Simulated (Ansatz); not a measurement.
**AlP (F-43m): one-shot GW input and result**

These are results of Ansatz, G0W0@PBE, plasmon-pole screening, hard PAW set made for 700 eV, not measurements.

Input files:

```yaml
crystal:
  lattice:
    - [0.0, 2.7315, 2.7315]
    - [2.7315, 0.0, 2.7315]
    - [2.7315, 2.7315, 0.0]
  atoms:
    - { symbol: Al, position: [0, 0, 0] }
    - { symbol: P, position: [0.25, 0.25, 0.25] }
kpoints:
  mp_grid: { grid: [6, 6, 6], shift: [0, 0, 0] }
hamiltonian:
  xc: pbe
  pseudopotentials:
    kind: paw
    azcp:
      Al: "pseudopotentials/Al.paw.azcp"
      P: "pseudopotentials/P.paw.azcp"
scf:
  occupations: { method: fixed }
  convergence: { dr2_threshold: "1e-9 eV" }
  lower_state_search: "off"
output:
  forces: false
  stress: false
gw:
  n_empty_bands: 407
  ecut_chi: 180.0
  qp_bands: [v4, c1]
  qp_kpoints: [[0, 0, 0]]
  ecutfock_ratio: 2
basis:
  ecutwfc: 700
```

The input is rewritten from the run's settings (development build, wave cutoff 700 eV).

Levels count from the highest filled Kohn-Sham level listed; ε_QP = ε_KS + Z(Σ − Vxc). VB is the top filled band, CB the lowest empty one.

| k | band | ε_KS (eV) | Σx − Vxc (eV) | Σc (eV) | Z | ε_QP (eV) |
| --- | --- | --- | --- | --- | --- | --- |
| Γ | VB-2 | 0.00 | -1.99 | 1.04 | 0.77 | -0.73 |
| Γ | VB-1 | 0.00 | -1.99 | 1.04 | 0.77 | -0.73 |
| Γ | VB | 0.00 | -1.99 | 1.04 | 0.77 | -0.73 |
| Γ | CB | 3.29 | 4.51 | -4.29 | 0.79 | 3.45 |

The gap (direct at Γ) opens from 3.29 eV to 4.18 eV.

Electronic (ion-clamped) dielectric constant on this mesh, from the head of the inverse dielectric matrix: 8.4.

The program doubts some quasiparticle rows away from the edges, which needn't be among those shown. Band sums or response are cut, so the gap isn't at its basis limit. The gap is read among the points solved; the crystal's band edges can lie elsewhere.
